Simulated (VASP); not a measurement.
# Hg (P6_3/mmc) in VASP: a series of runs

The runs below take Hg through elastic constants, band structure, with PW91+D4, LDA, optPBE-vdW.

Everything below comes from runs of VASP 6.6.1. Logs are shortened: lines on timing, memory, paths and dates and some standing lists are left out, and cuts for length are marked.

## 1. The crystal as given

It takes space group P6_3/mmc (No. 194, hexagonal). Conventional cell: a = 3.462 Å, b = 3.462 Å, c = 5.488 Å, α = 90.00°, β = 90.00°, γ = 120.00°. Hg (site symmetry -6m2) has 12 Hg at 3.39 to 3.46 Å as nearest neighbours.

## 2. Elastic constants, PW91+D4

POSCAR reads:

```
Hg
3.4618
    1.000002784216      0.000000000000      0.000000000000
   -0.500001392108      0.866027814981      0.000000000000
    0.000000000000      0.000000000000      1.585171956785
Hg
2
Direct
    0.3333333333      0.6666666667      0.2500000000
    0.6666666667      0.3333333333      0.7500000000
```

INCAR.step1 reads:

```
  PREC = Accurate
  ENCUT = 600
  EDIFF = 1E-8
  ISMEAR = 1
  SIGMA = 0.2
  LREAL = False
  LASPH = True
  NELM = 60
  ALGO = Normal
  ISIF = 3
  LWAVE = False
  LCHARG = False
  GGA = 91
  IVDW = 13
  VDW_S6 = 1.0
  VDW_S8 = 0.77283111
  VDW_A1 = 0.39581542
  VDW_A2 = 4.93405761
  IBRION = 2
  NSW = 40
  EDIFFG = -0.002
```

INCAR.step2 reads:

```
  PREC = Accurate
  ENCUT = 600
  EDIFF = 1E-8
  ISMEAR = 1
  SIGMA = 0.2
  LREAL = False
  LASPH = True
  NELM = 60
  ALGO = Normal
  ISIF = 3
  LWAVE = False
  LCHARG = False
  GGA = 91
  IVDW = 13
  VDW_S6 = 1.0
  VDW_S8 = 0.77283111
  VDW_A1 = 0.39581542
  VDW_A2 = 4.93405761
  IBRION = 6
  NFREE = 2
  POTIM = 0.015
  NSW = 1
```

KPOINTS reads:

```
Automatic mesh
0
Gamma
  7 7 4
```

Potentials or basis: VASP PAW PBE potentials, release 64 (Hg).

On the command line:

```
$ cat potpaw_PBE.64/Hg/POTCAR > POTCAR
$ cp INCAR.step1 INCAR
$ mpirun -np 1 vasp_std > vasp.out
$ cp CONTCAR POSCAR
$ cp INCAR.step2 INCAR
$ mpirun -np 1 vasp_std > vasp.out
```

OUTCAR:

```text
PREC = Accurate
   ENCUT = 600
   EDIFF = 1E-8
   ISMEAR = 1
   LREAL = False
   LASPH = True
   NELM = 60
   ISIF = 3
   GGA = 91
   IVDW = 13
   IBRION = 6
   NFREE = 2
   POTIM = 0.015
   NSW = 1

 ion  position               nearest neighbor table
   1  0.333  0.667  0.250-   2 3.42   2 3.42   2 3.42   2 3.42   2 3.42   2 3.42
   2  0.667  0.333  0.750-   1 3.42   1 3.42   1 3.42   1 3.42   1 3.42   1 3.42

  LATTYP: Found a hexagonal cell.
 ALAT       =     3.2527105755
 C/A-ratio  =     1.7595422706

  Lattice vectors:

 A1 = (   3.2527105755,   0.0000000000,   0.0000000000)
 A2 = (  -1.6263552877,   2.8169299895,  -0.0000000000)
 A3 = (   0.0000000000,  -0.0000000000,   5.7232817515)

Analysis of symmetry for initial positions (statically):
=====================================================================
 Subroutine PRICEL returns:
 Original cell was already a primitive cell.

 Routine SETGRP: Setting up the symmetry group for a
 hexagonal supercell.

 Subroutine GETGRP returns: Found 24 space group operations
 (whereof 12 operations were pure point group operations)
 out of a pool of 24 trial point group operations.

The static configuration has the point symmetry D_3d.
 The point group associated with its full space group is D_6h.

Analysis of symmetry for dynamics (positions and initial velocities):
=====================================================================
 Subroutine PRICEL returns:
 Original cell was already a primitive cell.

 Routine SETGRP: Setting up the symmetry group for a
 hexagonal supercell.

 Subroutine GETGRP returns: Found 24 space group operations
 (whereof 12 operations were pure point group operations)
 out of a pool of 24 trial point group operations.

The dynamic configuration has the point symmetry D_3d.
 The point group associated with its full space group is D_6h.

 Subroutine INISYM returns: Found 24 space group operations
 (whereof 12 operations are pure point group operations),
 and found     1 'primitive' translations

----------------------------------------------------------------------------------------

                                     Primitive cell

  volume of cell :      52.4405

  direct lattice vectors                    reciprocal lattice vectors
     3.252710575  0.000000000  0.000000000     0.307435899  0.177498199  0.000000000
    -1.626355288  2.816929989 -0.000000000     0.000000000  0.354996398  0.000000000
     0.000000000 -0.000000000  5.723281751     0.000000000  0.000000000  0.174724929

  length of vectors
     3.252710575  3.252710575  5.723281751     0.354996398  0.354996398  0.174724929

  position of ions in fractional coordinates (direct lattice)
     0.333333333  0.666666667  0.250000000
     0.666666667  0.333333333  0.750000000

  ion indices of the primitive-cell ions
   primitive index   ion index
                 1           1
                 2           2

----------------------------------------------------------------------------------------

 KPOINTS: Automatic mesh

Automatic generation of k-mesh.
 Grid dimensions read from file:
 generate k-points for:    7    7    4

 Generating k-lattice:

  Cartesian coordinates                     Fractional coordinates (reciprocal lattice)
     0.043919414  0.025356886  0.000000000     0.142857143 -0.000000000  0.000000000
     0.000000000  0.050713771  0.000000000     0.000000000  0.142857143  0.000000000
     0.000000000  0.000000000  0.043681232     0.000000000  0.000000000  0.250000000

  Length of vectors
     0.050713771  0.050713771  0.043681232

  Shift w.r.t. Gamma in fractional coordinates (k-lattice)
     0.000000000  0.000000000  0.000000000
[... 75 lines left out ...]
   GGA     = 91    functional components
   LHFCALC =     F    Hartree Fock is set to
   AEXX    =    0.0000 exact exchange contribution
   IVDW    =    13    specifies the selected vdW correction
   LEPSILON=     F    determine dielectric tensor
   LRPA    =     F    only Hartree local field effects (RPA)
 finite differences with symmetry
 non-spin polarized calculation
 Methfessel and Paxton  Order N= 1 SIGMA  =   0.20
  energy-cutoff  :      600.00
  volume of cell :       52.44
 maximum number of plane-waves:      1786
 NGX is ok and might be reduce to    28
   NGX = 13   NGY = 13   NGZ = 23

--------------------------------------- Ionic step        1  -------------------------------------------

 number of electron      24.0000001 magnetization

 Free energy of the ion-electron system (eV)
  ---------------------------------------------------
  ext. energy  EPLUGINS =         0.00000000
  ---------------------------------------------------
  free energy    TOTEN  =        -0.38704113 eV

  energy without entropy =       -0.38365687  energy(sigma->0) =       -0.38591304

------------------------ aborting loop because EDIFF is reached ----------------------------------------

  DFT-D4 for vdW energy calculation

  Edisp (eV):   -0.66087
[... 105 lines left out ...]
  FREE ENERGIE OF THE ION-ELECTRON SYSTEM (eV)
  ---------------------------------------------------
  free  energy   TOTEN  =        -1.0462818775 eV

  energy  without entropy=       -1.0427925694  energy(sigma->0) =       -1.04511877

[... ionic steps 4 to 14 ...]

--------------------------------------- Ionic step       15  -------------------------------------------

 number of electron      24.0000001 magnetization

------------------------ aborting loop because EDIFF is reached ----------------------------------------
[... 75 lines left out ...]
--------------------------------------- Ionic step       17  -------------------------------------------

 number of electron      24.0000000 magnetization

 Free energy of the ion-electron system (eV)
  ---------------------------------------------------
  ext. energy  EPLUGINS =         0.00000000
  ---------------------------------------------------
  free energy    TOTEN  =        -0.38684603 eV

  energy without entropy =       -0.38346787  energy(sigma->0) =       -0.38571997

 E-fermi :   1.6696     XC(G=0): -10.3388

 val. band max:        1.6489041644   @ k =   0.2857   0.2857   0.2500
 cond. band min:       2.1709723366   @ k =   0.4286   0.1429   0.5000
 fundamental gap:      0.5220681722
 Fermi energy:         1.6695844181

 k-point     1 :       0.0000    0.0000    0.0000
  band No.  band energies     occupation
      1      -6.3175      2.00000
      2      -5.6556      2.00000
      3      -4.9286      2.00000
      4      -4.7462      2.00000
      5      -4.7462      2.00000
      6      -4.6678      2.00000
[... 433 lines left out ...]
      3      -4.8184      2.00000
      4      -4.8018      2.00000
      5      -4.5759      2.00000
      6      -4.5643      2.00000
[... 8 lines left out ...]
     15       5.7092      0.00000
     16       5.7453      0.00000

 [... further k-points ...]

------------------------ aborting loop because EDIFF is reached ----------------------------------------

  DFT-D4 for vdW energy calculation

  Edisp (eV):   -0.66087
[... 25 lines left out ...]
  FREE ENERGIE OF THE ION-ELECTRON SYSTEM (eV)
  ---------------------------------------------------
  free  energy   TOTEN  =        -1.0477143090 eV

  energy  without entropy=       -1.0443361495  energy(sigma->0) =       -1.04658826

 INTERNAL STRAIN TENSORS FROM STRAINED CELLS
 ============================================

 INTERNAL STRAIN TENSOR FOR ION    1 for displacements in x,y,z  (eV/Angst):
          X           Y           Z          XY          YZ          ZX
  --------------------------------------------------------------------------------
  x    -0.00000    -0.00000    -0.00000    -0.39868     0.00000    -0.00000
  y    -0.39601     0.38898    -0.00000     0.00011    -0.00006    -0.00002
  z     0.00000    -0.00000     0.00000    -0.00000     0.00986     0.00000

 INTERNAL STRAIN TENSORS FROM DISPLACED ATOMS
 ============================================

 INTERNAL STRAIN TENSOR FOR ION    1 for displacements in x,y,z  (eV/Angst):
          X           Y           Z          XY          YZ          ZX
  --------------------------------------------------------------------------------
  x     0.00000     0.00000     0.00000    -0.36864     0.00000     0.00000
  y    -0.36864     0.36864     0.00000     0.00000    -0.00000    -0.00000
  z     0.00000    -0.00000     0.00000    -0.00000     0.00000     0.00000

 INTERNAL STRAIN TENSOR FOR ION    2 for displacements in x,y,z  (eV/Angst):
          X           Y           Z          XY          YZ          ZX
  --------------------------------------------------------------------------------
  x     0.00000     0.00000     0.00000     0.36864     0.00000    -0.00000
  y     0.36864    -0.36864    -0.00000     0.00000     0.00000     0.00000
  z    -0.00000     0.00000    -0.00000     0.00000    -0.00000     0.00000

 Eigenvectors and eigenvalues of the dynamical matrix
 ----------------------------------------------------

   1 f  =    2.069863 THz    13.005335 2PiTHz   69.043211 cm-1     8.560263 meV
             X         Y         Z           dx          dy          dz
     -0.000000  1.877953  1.430820     0.000000   -0.000000    0.707107
      1.626355  0.938977  4.292461    -0.000000   -0.000000   -0.707107
[... 21 lines left out ...]
   6 f/i=    0.477143 THz     2.997977 2PiTHz   15.915774 cm-1     1.973304 meV
             X         Y         Z           dx          dy          dz
     -0.000000  1.877953  1.430820     0.707107    0.000000   -0.000000
      1.626355  0.938977  4.292461    -0.707107   -0.000000    0.000000

--------------------------------------------------------------------------------------------------------

 ELASTIC MODULI CONTR FROM IONIC RELAXATION (kBar)
 Direction    XX          YY          ZZ          XY          YZ          ZX
 --------------------------------------------------------------------------------
 XX          -0.0000      0.0000     -0.0000      0.0000     -0.0000     -0.0000
 YY           0.0000     -0.0000      0.0000     -0.0000      0.0000      0.0000
 ZZ          -0.0000      0.0000     -0.0000      0.0000     -0.0000     -0.0000
 XY           0.0000     -0.0000      0.0000     -0.0000      0.0000      0.0000
 YZ          -0.0000      0.0000     -0.0000      0.0000     -0.0000     -0.0000
 ZX          -0.0000      0.0000     -0.0000      0.0000     -0.0000     -0.0000
 --------------------------------------------------------------------------------

 TOTAL ELASTIC MODULI (kBar)
 Direction    XX          YY          ZZ          XY          YZ          ZX
 --------------------------------------------------------------------------------
 XX         449.5789    226.1148     84.2460      0.0000     -0.0000     -0.0000
 YY         226.1148    449.5789     84.2460     -0.0000     -0.0000      0.0000
 ZZ          84.2460     84.2460    471.6912      0.0000     -0.0000     -0.0000
 XY           0.0000     -0.0000      0.0000    111.7320      0.0000     -0.0000
 YZ          -0.0000     -0.0000     -0.0000      0.0000   -115.8923     -0.0000
 ZX          -0.0000      0.0000     -0.0000     -0.0000     -0.0000   -115.8922
 --------------------------------------------------------------------------------
```

Wall time 16 min (1 thread of Intel Xeon Platinum 8488C (Sapphire Rapids), shared host); peak memory 0.25 GiB.

Results:

| Quantity | Value |
| --- | --- |
| Relaxed volume | 26.22 Å³/atom |
| Relaxed cell | a = 3.253 Å, b = 3.253 Å, c = 5.723 Å, α = 90.00°, β = 90.00°, γ = 120.00° |
| Space group after relaxing (to 0.05 Å) | P6_3/mmc (No. 194) |
| Voigt bulk modulus | 24 GPa |
| Highest phonon frequency at Γ | 69 cm⁻¹ |
| Dispersion energy per atom | -0.330 eV |

The path:
```
step  energy change (eV)  largest force (eV/Å)  pressure (GPa)  volume (Å³)
   1              0.0000                0.0000           -0.47        56.95
   2             -0.0019                0.0000           -0.31        56.27
   3             -0.0044                0.0000            0.00        54.24
   4             -0.0046                0.0000            0.05        53.82
   5             -0.0046                0.0000            0.07        53.65
   6             -0.0051                0.0000            0.04        53.62
   7             -0.0053                0.0000            0.00        53.59
   8             -0.0053                0.0000           -0.08        53.52
   9             -0.0055                0.0000           -0.06        53.23
  10             -0.0059                0.0000            0.10        52.37
  11             -0.0059                0.0000            0.23        52.00
  12             -0.0059                0.0000            0.13        52.27
  13             -0.0059                0.0000            0.14        52.23
  14             -0.0060                0.0000            0.18        52.12
  15             -0.0061                0.0000            0.28        51.89
  16             -0.0062                0.0000            0.30        51.84
  17             -0.0064                0.0000            0.34        51.74
  18             -0.0069                0.0000            0.43        51.54
  19             -0.0079                0.0000            0.62        51.14
  20             -0.0063                0.0000            1.10        50.34
  21             -0.0082                0.0000            0.72        50.96
  22             -0.0082                0.0000            0.78        50.85
  23             -0.0085                0.0000            0.80        50.81
  24             -0.0086                0.0000            0.85        50.74
  25             -0.0090                0.0000            0.80        50.81
  26             -0.0100                0.0000            0.69        51.02
  27             -0.0116                0.0000            0.47        51.44
  28             -0.0131                0.0000            0.07        52.29
  29             -0.0131                0.0000            0.00        52.44
```

Final structure:
```
Hg
1.0
     3.25271    0.00000    0.00000
    -1.62636    2.81693    0.00000
     0.00000    0.00000    5.72328
Hg
2
Direct
  0.33333 0.66667 0.25000
  0.66667 0.33333 0.75000
```

Phonon frequencies in cm⁻¹ (negative: imaginary):
```csv
q point,frequencies
"(0.000, 0.000, 0.000)",-16 -16 0 0 0 69
```

Elastic tensor in Voigt notation (GPa, in the Cartesian axes of the cell as first typed):
```
 45  23   8   0   0   0
 23  45   8   0   0   0
  8   8  47   0   0   0
  0   0   0 -12   0   0
  0   0   0   0 -12   0
  0   0   0   0   0  11
```

Clamped-ion elastic tensor (GPa):
```
 45  23   8   0   0   0
 23  45   8   0   0   0
  8   8  47   0   0   0
  0   0   0 -12   0   0
  0   0   0   0 -12   0
  0   0   0   0   0  11
```

Caveat: some modes are imaginary; the elastic tensor has a negative eigenvalue, so either the cell is unstable as it stands or the mesh is too thin; the PAW data sets were made with another functional, which shifts forces and pressure a little.

## 3. Band structure, LDA

run.py reads:

```python
from ase.calculators.vasp import Vasp
from ase.dft.bandgap import bandgap
from ase.io import read

atoms = read('POSCAR')
calc = Vasp(
    directory='calc',
    xc='lda',
    pp='LDA',
    setups='gw',
    prec='Accurate',
    encut=600,
    ediff=1e-07,
    ismear=1,
    sigma=0.1,
    lreal=False,
    lasph=True,
    nelm=80,
    algo='Normal',
    isif=2,
    lwave=False,
    lcharg=True,
    kpts=[9, 9, 5],
    gamma=True,
)
atoms.calc = calc

print('energy (eV):', atoms.get_potential_energy())
print('free energy (eV):', atoms.get_potential_energy(force_consistent=True))
efermi = calc.get_fermi_level()
print('Fermi level (eV):', efermi)
path = atoms.cell.bandpath(npoints=40, eps=1e-4)
print('path:', path.path)
calc.set(kpts=path.kpts, reciprocal=True, icharg=11, isym=0, lcharg=False)
calc.calculate(atoms)
print('gap on the path (eV):', bandgap(calc, efermi=efermi)[0])
print('direct gap on the path (eV):', bandgap(calc, efermi=efermi, direct=True)[0])
```

POSCAR reads:

```
Hg
1.0
    3.4618096384      0.0000000000      0.0000000000
   -1.7309048192      2.9980150899      0.0000000000
    0.0000000000      0.0000000000      5.4875482800
Hg
2
Direct
    0.3333333333      0.6666666667      0.2500000000
    0.6666666667      0.3333333333      0.7500000000
```

Potentials or basis: VASP PAW LDA potentials, release 64 (Hg_sv_GW).

On the command line:

```
$ python run.py
```

The log of the run:

```text
energy (eV): -1.65526568
free energy (eV): -1.65540951
Fermi level (eV): 3.31947899
path: GMKGALHA,LM,KH
gap on the path (eV): 0.0
direct gap on the path (eV): 0.0
```

OUTCAR:

```text
ENCUT = 600.000000
   EDIFF = 1.00e-07
   PREC = Accurate
   ICHARG = 11
   ISIF = 2
   ISMEAR = 1
   ISYM = 0
   NELM = 80
   LASPH = .TRUE.
   LREAL = .FALSE.

 ion  position               nearest neighbor table
   1  0.333  0.667  0.250-
   2  0.667  0.333  0.750-

IMPORTANT INFORMATION: All symmetrisations will be switched off!
[... 791 lines left out ...]
  in kB       51.0362970    -80.8196797    -36.5794204    212.2210649      0.0003397      0.0001208
  external PRESSURE =     -22.1209344 kB  Pullay stress =       0.0000000 kB

 VOLUME and BASIS-vectors are now :
 -----------------------------------------------------------------------------
  energy-cutoff  :      600.00
  volume of cell :       56.95
      direct lattice vectors                 reciprocal lattice vectors
     3.461809638  0.000000000  0.000000000     0.288866259  0.166777012  0.000000000
    -1.730904819  2.998015090  0.000000000     0.000000000  0.333554025  0.000000000
     0.000000000  0.000000000  5.487548280     0.000000000  0.000000000  0.182230743

 POSITION                                       TOTAL-FORCE (eV/Angst)
 -----------------------------------------------------------------------------------
     -0.00000      1.99868      1.37189         0.183236      0.088703     -0.000000
      1.73090      0.99934      4.11566        -0.183236     -0.088703      0.000000
 -----------------------------------------------------------------------------------
    total drift:                                0.000002     -0.000002     -0.000003

  FREE ENERGIE OF THE ION-ELECTRON SYSTEM (eV)
  ---------------------------------------------------
  free  energy   TOTEN  =        -1.9756381940 eV

  energy  without entropy=       -1.9755969232  energy(sigma->0) =       -1.97562444
```

INCAR:

```text
ENCUT = 600.000000
SIGMA = 0.100000
EDIFF = 1.00e-07
ALGO = Normal
PREC = Accurate
ICHARG = 11
ISIF = 2
ISMEAR = 1
ISYM = 0
NELM = 80
LASPH = .TRUE.
LCHARG = .FALSE.
LWAVE = .FALSE.
LREAL = .FALSE.
```

Run time: 68 s. Hardware: 1 thread of Intel Xeon Platinum 8488C (Sapphire Rapids), shared host; peak memory 0.19 GiB.

What came out:

```yaml
Band_gap_along_the_path: none (metal or under the smearing width)
```

Levels at the corners of the path, in eV from the Fermi level:
```csv
point,band 18,band 19,band 20,band 21,band 22,band 23
Γ,-5.23,-5.23,-1.24,-0.35,10.96,10.96
M,-5.14,-2.19,-1.62,2.58,3.36,4.19
K,-5.20,-1.19,-1.19,1.37,4.96,4.96
Γ,-5.23,-5.23,-1.24,-0.35,10.96,10.96
A,-5.39,-5.39,-5.39,6.60,6.60,11.94
L,-5.18,-1.09,-1.09,0.33,0.33,8.41
H,-5.22,-0.41,-0.41,1.85,1.85,3.05
A,-5.39,-5.39,-5.39,6.60,6.60,11.94
L,-5.18,-1.09,-1.09,0.33,0.33,8.41
M,-5.14,-2.19,-1.62,2.58,3.36,4.19
K,-5.20,-1.19,-1.19,1.37,4.96,4.96
H,-5.22,-0.41,-0.41,1.85,1.85,3.05
```

Caveat: the log is that of the step along the path at fixed density, whose energy, stress, charges and moments have no meaning; spin-orbit coupling is left out, which moves the levels of the heavy elements.

(Continued in part 2 of 2.)
